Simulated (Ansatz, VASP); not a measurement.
**CdSe: VASP beside Ansatz**

The input INCAR:

```
SYSTEM = CdSe
ALGO     = Normal         ! electronic algorithm
EDIFF    = 1E-6           ! SCF threshold, eV
ENCUT    = 520            ! plane-wave cutoff, eV
GGA      = PS             ! functional
ISIF     = 2              ! what is computed and relaxed
ISMEAR   = -1             ! smearing method
LASPH    = .True.         ! aspherical terms in the spheres
LCHARG   = .False.        ! write CHGCAR
LREAL    = .False.        ! projectors in reciprocal space
LWAVE    = .False.        ! write WAVECAR
NBANDS   = 16             ! bands
NELM     = 60             ! most SCF steps
PREC     = Accurate       ! precision mode
SIGMA    = 0.05           ! smearing width, eV
```

The input KPOINTS:

```
k-points
0
Gamma
  8 8 8
  0 0 0
```

The input POSCAR:

```
CdSe
1.0
    0.0000000000      3.0496647307      3.0496647307
    3.0496647307      0.0000000000      3.0496647307
    3.0496647307      3.0496647307      0.0000000000
Cd Se
1 1
Direct
    0.0000000000      0.0000000000      0.0000000000
    0.2500000000      0.2500000000      0.2500000000
```

Contents of input.yaml:

```yaml
crystal:
  lattice:
    - [0.0, 3.0496647307, 3.0496647307]
    - [3.0496647307, 0.0, 3.0496647307]
    - [3.0496647307, 3.0496647307, 0.0]
  atoms:
    - { symbol: Cd, position: [0.0, 0.0, 0.0] }
    - { symbol: Se, position: [0.25, 0.25, 0.25] }
hamiltonian:
  xc: pbesol
  pseudopotentials: { kind: paw }
kpoints:
  mp_grid: { grid: [8, 8, 8] }
scf:
  occupations: { method: fermi_dirac, width: 0.05 }
output:
  forces: true
  stress: true
  eigenvalues: true
  write_density: true
  write_potential: true
  elf: true
  volumetric_format: npy
```

Measurements of this composition are mostly on another form, of space group No. 186.

Alike in both runs: task single point; functional PBEsol; k mesh 8 × 8 × 8; occupations fermi-dirac, width 0.05 eV; no spin polarisation.

|  | VASP | Ansatz |
| --- | --- | --- |
| version | VASP 6.6.1 | Ansatz 0.2.0 |
| potentials or method | VASP PAW PBE potentials, release 64 (Cd, Se) | Ansatz PAW |
| plane-wave cutoff (eV) | 520 | 420 |
| valence electrons in the cell | 18 | 36 |

```csv
,VASP,Ansatz,Ansatz less VASP
gap on the k mesh at the Fermi level (eV),0.47,0.46,-0.002
least direct gap on the mesh (eV),0.47,0.46,-0.002
pressure (GPa),-0.1,-0.4,-0.32
```

The two sets of potentials don't hold the same shells in valence.

Caveats: the PAW data sets were made with another functional, which shifts forces and pressure a little (VASP); the PAW data sets come from PBE, with cores solved anew for the run's functional, which leaves a small shift of forces and pressure (Ansatz).
